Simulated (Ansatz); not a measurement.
KBr under changes of volume

One of the cells (35.937 Å³/atom); the others are scaled copies at fixed shape and fractional positions:

```
Br K
1.0
     0.00000    3.30000    3.30000
     3.30000    0.00000    3.30000
     3.30000    3.30000    0.00000
Br K
1 1
Direct
  0.50000 0.50000 0.50000
  0.00000 0.00000 0.00000
```

* Program: Ansatz 0.2.0
* Functional: r2SCAN-EpsX
* Potentials or basis: Ansatz PAW
* Cutoff: 500 eV (not typed: the program's choice for these potentials)
* k mesh: 4 × 4 × 4
* Occupations: fermi-dirac, width 0.05 eV
* Spin: no spin polarisation

```tsv
volume (Å³/atom)	energy over the lowest point (meV/atom)	pressure (GPa)	gap on the mesh (eV)
33.781	0.00	1.1	7.78
34.500	0.30	0.6	7.74
35.218	?	?	?
35.937	5.89	-0.1	7.66
36.656	10.85	-0.4	7.62
37.374	16.97	-0.6	7.59
38.093	24.15	-0.9	7.55
```

Question: What does the run at 35.218 Å³/atom give?

Answer: Energy over the lowest point 2.32 meV/atom; pressure 0.3 GPa; gap on the mesh 7.70 eV.

Worked out: A Birch-Murnaghan fit of order 3 (a polynomial in V^(-2/3)) to the other rows has its minimum at 34.03 Å³/atom with B0 = V·E''(V) = 20 GPa and B' = 5.0. It gives 2.33 meV/atom at 35.218 Å³/atom, against the run's 2.32, and -dE/dV = -0.6 GPa, against 0.3. A straight line through the other rows of the gap, of slope -1.91 eV per unit of ln V (its deformation potential), gives 7.70 eV, against the run's 7.70.

Energies are extrapolated to zero smearing.

Caveats: some runs use coarse meshes; the PAW data sets come from PBE, with cores solved anew for the run's functional, which leaves a small shift of forces and pressure; the thresholds are loose for stress.

Spin-orbit coupling on Br is left out.
